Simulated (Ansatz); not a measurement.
## A run on Fe3Co that went wrong

Someone meant to compute Fe3Co with PBEsol, plane waves and PAW in Ansatz and wrote this input.

```yaml
crystal:
  lattice:
    - [4.023579445, 0.0, 0.0]
    - [0.0, 4.023579445, 0.0]
    - [0.0, 0.0, 2.82770517]
  atoms:
    - { symbol: Fe, position: [0.5, 0.5, 0.0] }
    - { symbol: Fe, position: [0.5, 0.0, 0.5] }
    - { symbol: Fe, position: [0.0, 0.5, 0.5] }
    - { symbol: Co, position: [0.0, 0.0, 0.0] }
basis:
  ecutwfc: 420
kpoints:
  mp_grid: { grid: [10, 10, 14] }
hamiltonian:
  xc: pbesol
scf:
  occupations: { method: gaussian, width: 0.1 }
output:
  forces: true
  stress: true
  eigenvalues: true
```

Command:

```bash
ansatz run input.yaml --threads 1 --pin off --max-ram 2560MiB --backend cpu --events-out ev --progress --plain --runs-dir out
```

Output, shortened (HF is the Harris–Foulkes energy, dr2 the density residual in eV):

```text
Pseudopotential: Co, paw, valence charge 17, recommended cutoff 420 eV (normal)
Crystal: 4 atoms, lattice volume = 45.778 Å³
Basis set: ecut = 420 eV, 913 PW (Γ), exchange–correlation on 54×54×40 points (8 copies of the dense FFT grid, shifted against one another)
Bands: 39, of which v1, the nominal top of the filled ones, is band 33 counted from 1 (32 counted from 0)
Symmetry: 16 space group operations
Space group: P4/mmm (ITA 123), of the structure as read, at distance tolerance 3.6e-5 Å
k-points: 168 of 1400
PAW frozen core: Fe, regenerated for the run's functional, and the local potential with it (the file was generated under x = pbe(κ = 0.804, μ = 0.2195), c = pbe(β = 0.0667))
PAW frozen core: Co, regenerated for the run's functional, and the local potential with it (the file was generated under x = pbe(κ = 0.804, μ = 0.2195), c = pbe(β = 0.0667))
Initial density: superposition of atomic densities, corrected by the library's trained network
SCF iter   1: HF=-18437.434946 eV  Δρ=4.10e-2  dr2=7.84e-1
SCF iter   2: HF=-18437.406866 eV  Δρ=1.40e-2  dr2=1.02e-1
SCF iter   3: HF=-18437.404175 eV  Δρ=8.49e-3  dr2=3.67e-2
SCF iter   4: HF=-18437.403249 eV  Δρ=2.29e-3  dr2=1.32e-3
   ...
SCF iter   8: HF=-18437.403080 eV  Δρ=3.32e-5  dr2=6.78e-7
SCF iter   9: HF=-18437.403080 eV  Δρ=3.32e-5  dr2=1.32e-7
SCF iter  10: F=-18437.403080 eV  HF=-18437.403080 eV  Δρ=8.44e-6  dr2=2.30e-8
SCF 1 converged in 10 iterations: F = -18437.403080 eV  dr2 = 2.30e-8
SCF converged after 10 iterations
Free energy (F): -18437.403080 eV
E sigma→0 (E₀):  -18437.360000 eV
Entropy (-TS):   -0.086159 eV (-21.540 meV/atom)
Fermi energy:    18.000765 eV
--- Forces (eV/Å), atoms counted from 1 ---
  atom   1  Fe     0.00000000     0.00000000     0.00000000
  atom   2  Fe     0.00000000     0.00000000     0.00000000
  atom   3  Fe     0.00000000     0.00000000     0.00000000
  atom   4  Co     0.00000000     0.00000000     0.00000000
--- Stress (GPa, compression-positive) ---
      -27.445764       0.000000       0.000000
        0.000000     -27.445764       0.000000
        0.000000       0.000000     -27.621331
  P = ⅓ Tr σ = -27.5043 GPa (-275.043 kbar)
```

**Question.** What is the cause?
A. Lattice vectors in bohr read as angstrom
B. No spin polarisation on a magnet
C. Fixed occupations on a metal
D. A Hubbard U on a species that isn't in the cell
E. Two atoms' positions swapped

**Answer.** B. Without spin the run can't find the magnetic state. The cure is spin polarisation with moments.

The change to the input:

```diff
 crystal:
   atoms:
-    - { symbol: Fe, position: [0.5, 0.5, 0.0] }
-    - { symbol: Fe, position: [0.5, 0.0, 0.5] }
-    - { symbol: Fe, position: [0.0, 0.5, 0.5] }
-    - { symbol: Co, position: [0.0, 0.0, 0.0] }
+    - { symbol: Fe, position: [0.5, 0.5, 0.0], spin: 2.49 }
+    - { symbol: Fe, position: [0.5, 0.0, 0.5], spin: 2.83 }
+    - { symbol: Fe, position: [0.0, 0.5, 0.5], spin: 2.83 }
+    - { symbol: Co, position: [0.0, 0.0, 0.0], spin: 1.99 }
+magnetization:
+  spin_polarized: true
```

With the mended input the run converges and gives a pressure of -7.83 GPa, no gap, site moments (μB) Fe +2.37, Fe +2.61 (×2), Co +1.81. The faulty run's energy lay 553 meV per atom higher.

Time of the mended run: 88 s on 1 thread of Arm Neoverse V1, with other jobs on the host, peak memory 0.81 GiB.